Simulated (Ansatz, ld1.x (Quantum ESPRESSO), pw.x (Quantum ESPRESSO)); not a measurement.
# pw.x on fcc Si: one setting changed

Potential: norm-conserving RRKJ (Kleinman–Bylander form), ld1.x (Quantum ESPRESSO) 7.5, PBEsol; core [Ne], reference 3s2 3p2; waves: 3p (bound): rc 1.95 bohr; 3d channel at 0.25 Ry: rc 1.60 bohr; 3s (bound): rc 2.10 bohr; local part: the s channel; core correction: none; rho0 0.02.

The reference run (k-mesh 15³, cutoffs 45/180 Ry, Fermi–Dirac 0.01 Ry, mixing_beta 0.4, conv_thr 1e-9, no spin) gives -0.36 GPa at 14.001 Å³/atom, where all-electron LAPW gives 0.43 GPa. This run, with its own iteration cap, changes k-mesh points per axis to 4.

```
&control
  calculation='scf', prefix='x', pseudo_dir='./', outdir='./tmp', tstress=.true., disk_io='none'
/
&system
  ibrav=0, nat=1, ntyp=1, ecutwfc=45, ecutrho=180, nbnd=9,
  occupations='smearing', smearing='fd', degauss=0.01
/
&electrons
  conv_thr=1e-09, mixing_beta=0.4, electron_maxstep=60
/
ATOMIC_SPECIES
Si 1.0 Si.UPF
CELL_PARAMETERS angstrom
  0.00000000 1.91297673 1.91297673
  1.91297673 0.00000000 1.91297673
  1.91297673 1.91297673 0.00000000
ATOMIC_POSITIONS crystal
Si 0.0000 0.0000 0.0000
K_POINTS automatic
4 4 4 0 0 0
```

```bash
pw.x < Si.scf.in > Si.scf.out
```

**Question.** How does the run end?

**Answer.** It converges in 5 iterations; the free energy moves by -39.3 meV/atom and the pressure by -5.49 GPa.

```
Message from routine setup:
     using ibrav=0 with symmetry is DISCOURAGED, use correct ibrav instead
     lattice parameter (alat)  =       5.1124  a.u.
     unit-cell volume          =      94.4834 (a.u.)^3
     number of electrons       =         4.00
     number of Kohn-Sham states=            9
     kinetic-energy cutoff     =      45.0000  Ry
     charge density cutoff     =     180.0000  Ry
     scf convergence threshold =      1.0E-09
     Exchange-correlation= PBESOL
     number of k points=     8  Fermi-Dirac smearing, width (Ry)=  0.0100
     iteration #  1     ecut=    45.00 Ry     beta= 0.40
     total energy              =      -7.86940918 Ry
     estimated scf accuracy    <       0.00570792 Ry
     iteration #  2     ecut=    45.00 Ry     beta= 0.40
     total energy              =      -7.86892178 Ry
     estimated scf accuracy    <       0.00175434 Ry
     iteration #  3     ecut=    45.00 Ry     beta= 0.40
     total energy              =      -7.86898651 Ry
     estimated scf accuracy    <       0.00000319 Ry
     iteration #  4     ecut=    45.00 Ry     beta= 0.40
     total energy              =      -7.86898739 Ry
     estimated scf accuracy    <       0.00000033 Ry
     iteration #  5     ecut=    45.00 Ry     beta= 0.40
     the Fermi energy is    11.1396 ev
!    total energy              =      -7.86898741 Ry
     estimated scf accuracy    <          8.1E-10 Ry
     smearing contrib. (-TS)   =      -0.00216268 Ry
     The total energy is F=E-TS. E is the sum of the following terms:
     one-electron contribution =       4.71205022 Ry
     hartree contribution      =       0.02569684 Ry
     xc contribution           =      -2.45827152 Ry
     ewald contribution        =     -10.14630027 Ry
     convergence has been achieved in   5 iterations
          total   stress  (Ry/bohr**3)                   (kbar)     P=      -58.58
     Message from routine punch:
     Nothing written, as per user request (disk_io='none')
```

The run took about 0.5 s on one core of a shared host (Neoverse-V1, 32 threads, 247 GiB, load 33).
